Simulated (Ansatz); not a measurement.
ZnS, DFT, PBE, PAW with Ansatz's default frozen-core files, scalar-relativistic (Ansatz 0.2.0), run on 1 thread of Intel(R) Xeon(R) 6975P-C (Granite Rapids) on a shared host.

The cell is COD entry 9008878, as deposited and not checked against the literature; nothing was relaxed. It differs from other determinations. The listed cell was then made from it by scaling, straining or moving an atom.

Command: `ansatz run input.yaml --threads 1 --pin off --max-ram 4096MiB --backend cpu --events-out ev --progress --plain --runs-dir out`

```yaml
crystal:
  lattice:
    - [3.8109987816, -0.0190549939, -0.0190549939]
    - [-1.9220014996, 3.3099492556, -0.0069746118]
    - [-0.03117, -0.03117, 6.234]
  atoms:
    - { symbol: Zn, position: [0.3333333333, 0.6666666667, 0.0] }
    - { symbol: Zn, position: [0.6666666667, 0.3333333333, 0.5] }
    - { symbol: S, position: [0.3333333333, 0.6666666667, 0.385] }
    - { symbol: S, position: [0.6666666667, 0.3333333333, 0.885] }
kpoints:
  mp_grid: { grid: [8, 8, 5] }
scf:
  occupations: { method: fermi_dirac, width: 0.03 }
hamiltonian:
  xc: pbe
  pseudopotentials: { kind: paw }
output:
  forces: true
  stress: true
  eigenvalues: true
  efg: { contact_densities: true }
```

(1) How large is the problem that the program sets up?

(2) Estimate the wall time and the peak memory.

(3) And the same cell and mesh by all-electron PAW (datasets made for this crystal), asked for forces, stress, eigenvalues, efg, on the same hardware?

## Answers

(1) 162 irreducible k-points, 1527 plane waves at Γ, 22 bands.

(2) 13 s of wall time for 6 SCF iterations, with a peak of 0.54 GiB. Times on shared machines scatter by tens of per cent.

(3) 55 s, peak memory 1.4 GiB.
